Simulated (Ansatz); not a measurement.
Here is an Ansatz 0.2.0 calculation.

Contents of input.yaml:

```yaml
crystal:
  lattice:
    - [0.0, 2.9305, 2.9305]
    - [2.9305, 0.0, 2.9305]
    - [2.9305, 2.9305, 0.0]
  atoms:
    - { symbol: In, position: [0.0, 0.0, 0.0] }
    - { symbol: P, position: [0.75, 0.75, 0.75] }
kpoints:
  mp_grid: { grid: [6, 6, 6] }
  band_path:
    path:
      - [0.0, 0.0, 0.0]
      - [0.5, 0.0, 0.5]
      - [0.5, 0.25, 0.75]
      - [0.375, 0.375, 0.75]
      - [0.0, 0.0, 0.0]
      - [0.5, 0.5, 0.5]
      - [0.625, 0.25, 0.625]
      - [0.5, 0.25, 0.75]
    npoints: 12
scf:
  occupations: { method: fermi_dirac, width: 0.05 }
hamiltonian:
  xc: lda
  pseudopotentials: { kind: all_electron, lapw: { basis_error: 0.001 } }
output:
  forces: true
  stress: true
  eigenvalues: true
```

Potentials or basis: all-electron LAPW, scalar-relativistic.

The run is started by

```console
$ ansatz run input.yaml --threads 1 --pin off --max-ram 3072MiB --backend cpu --events-out ev --progress --plain --runs-dir out
```

Estimate the pressure.

-1.2 GPa.

What does it give for the band gap on the k mesh?

0.48 eV, direct.

Predict the band gap along the path.

0.48 eV, direct.

Levels at the corners of the path, in eV from the valence-band top:
```tsv
point	band 13	band 14	band 15	band 16	band 17	band 18	band 19	band 20	band 21
Γ	-14.02	-11.56	0.00	0.00	0.00	0.48	3.95	3.95	3.95
X	-13.99	-9.13	-5.88	-2.36	-2.36	1.59	2.11	8.98	9.41
W	-14.01	-9.05	-5.73	-3.01	-2.98	4.18	4.26	5.40	6.04
K	-14.00	-9.14	-5.74	-3.37	-1.97	2.20	4.26	7.36	7.39
Γ	-14.02	-11.56	0.00	0.00	0.00	0.48	3.95	3.95	3.95
L	-14.01	-9.80	-5.84	-0.99	-0.99	1.30	4.69	4.69	6.89
U	-14.00	-9.14	-5.74	-3.37	-1.97	2.20	4.26	7.36	7.39
W	-14.01	-9.05	-5.73	-3.01	-2.98	4.18	4.26	5.40	6.04
```

Caveat: spin-orbit coupling is left out, which moves the levels of the heavy elements.

**The experiment to reproduce.**

A printed reference work, data compilation reports, for a bulk crystal of InP at 1.6 K: band gap 1.4236 eV (direct).

Against the measured gap of InP, 1.4236 eV (direct; 1.6 K; a printed reference work, data compilation), the calculated 0.48 eV is off by -0.95 eV. Spin-orbit coupling on In is left out. The value is that of LDA, without temperature or zero-point motion. Semilocal functionals fall short of measured gaps as a rule.
